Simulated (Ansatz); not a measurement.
The system is Cs.

```
Cs
1.0
    -3.12847    3.12847    3.12847
     3.12847   -3.12847    3.12847
     3.12847    3.12847   -3.12847
Cs
1
Direct
  0.00000 0.00000 0.00000
```

```yaml
Program: Ansatz 0.2.0
Task: relaxation of cell and atoms
Functional: RPBE
Potentials_or_basis: all-electron LAPW, scalar-relativistic
Basis_error_allowed: 0.001 eV/atom
k_mesh: 6 × 6 × 6
Occupations: fermi-dirac, width 0.05 eV
Spin: no spin polarisation
```

At the start: volume 122.48 Å³/atom.

Q: How do energy, volume and symmetry change on relaxing?

A: Over 4 steps the energy falls by 4.2 meV/atom and the volume is 131.57 Å³/atom (+7.4 %); space group Im-3m (No. 229, to 0.05 Å).

The path:
| step | energy change (eV) | largest force (eV/Å) | volume (Å³) |
| --- | --- | --- | --- |
| 1 | 0.0000 | 0.0000 | 122.48 |
| 2 | -0.0006 | 0.0000 | 123.11 |
| 3 | -0.0042 | 0.0000 | 131.57 |
| 4 | -0.0042 | 0.0000 | 131.57 |

Final structure:
```
Cs
1.0
    -3.20405    3.20405    3.20405
     3.20405   -3.20405    3.20405
     3.20405    3.20405   -3.20405
Cs
1
Direct
  0.00000 0.00000 0.00000
```
